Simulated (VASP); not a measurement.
Write the native input for VASP 6.6.1 that does the following.

```yaml
Task: single point
Functional: PBE
Potentials_or_basis: VASP PAW PBE potentials, release 64 (Bi_d, Se)
Cutoff: 520 eV
k_mesh: 8 × 8 × 8
Occupations: gaussian, width 0.012 eV
Spin: no spin polarisation
Further_INCAR_settings: ALGO = Normal; EDIFF = 1e-07; NBANDS = 32
```

The structure of Bi2Se3 (Paraguanajuatite) lies in POSCAR:

```
Bi2Se3
1.0
    2.0715000000      1.1959810826      9.5453333333
   -2.0715000000      1.1959810826      9.5453333333
    0.0000000000     -2.3919621653      9.5453333333
Bi Se
2 3
Direct
    0.5992000000      0.5992000000      0.5992000000
    0.4008000000      0.4008000000      0.4008000000
    0.7883000000      0.7883000000      0.7883000000
    0.2117000000      0.2117000000      0.2117000000
    0.0000000000      0.0000000000      0.0000000000
```

One way to write it, as run:

INCAR

```
PREC = Accurate ; ENCUT = 520
EDIFF = 1E-7 ; ISMEAR = 0
SIGMA = 0.012 ; LREAL = False
LASPH = True ; NELM = 100
ALGO = Normal ; ISIF = 2
LWAVE = False ; LCHARG = True
GGA = PE ; LELF = True
LVHAR = True ; NBANDS = 32
```

KPOINTS

```
regular mesh
0
Gamma
  8 8 8
```

Potentials or basis: VASP PAW PBE potentials, release 64 (Bi_d, Se).

The run is started by

```sh
$ cat potpaw_PBE.64/Bi_d/POTCAR potpaw_PBE.64/Se/POTCAR > POTCAR
$ mpirun -np 1 vasp_std > vasp.out
```

Results of the run:

```json
{
  "Pressure": "2.6 GPa",
  "Largest force": "0.171 eV/Å",
  "Band gap on the k mesh": "0.21 eV, direct"
}
```

Caveat: spin-orbit coupling is left out, which as a rule narrows the gap of such compounds by several tenths of an eV.

It took 15 min on 1 thread of Intel(R) Xeon(R) 6975P-C (Granite Rapids) (shared host), peak memory 1 GiB.
